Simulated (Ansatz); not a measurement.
Reactions of isobutene (`C=C(C)C`).

Calculated with Ansatz (gas phase, PBE0-D4/def2-TZVP geometries, no zero-point term in ΔE). CBS: MP2 limit from def2 TZ/QZ plus the TZ coupled-cluster correction, frozen cores. This one scheme is used for every species. Elements past krypton have def2 core potentials. For Te outer-core shells are correlated without core-valence functions, which leaves a few kJ/mol of doubt a bond. Each species was taken in one conformer, which may not be the lowest.

| reaction | HF/CBS(def2) (kcal/mol) | MP2/CBS(def2) (kcal/mol) | CCSD(T)/CBS(def2) (kcal/mol) |
| --- | --- | --- | --- |
| isobutene + methacrylic acid → methyl methacrylate + propene | 11.0 | 14.9 | 13.4 |
| isobutene + H₂Te → `C=C(C)[TeH]` + CH₄ | 3.0 | -4.3 | -2.1 |
| isobutene + `CC(=N)N` → `CNC(C)=N` + propene | 7.0 | 8.5 | 7.9 |
| isobutene + H₂ → propene + CH₄ | -17.8 | -11.5 | -12.8 |

Largest T1 diagnostic: 0.014, for `C=C(C)C(=O)O`.
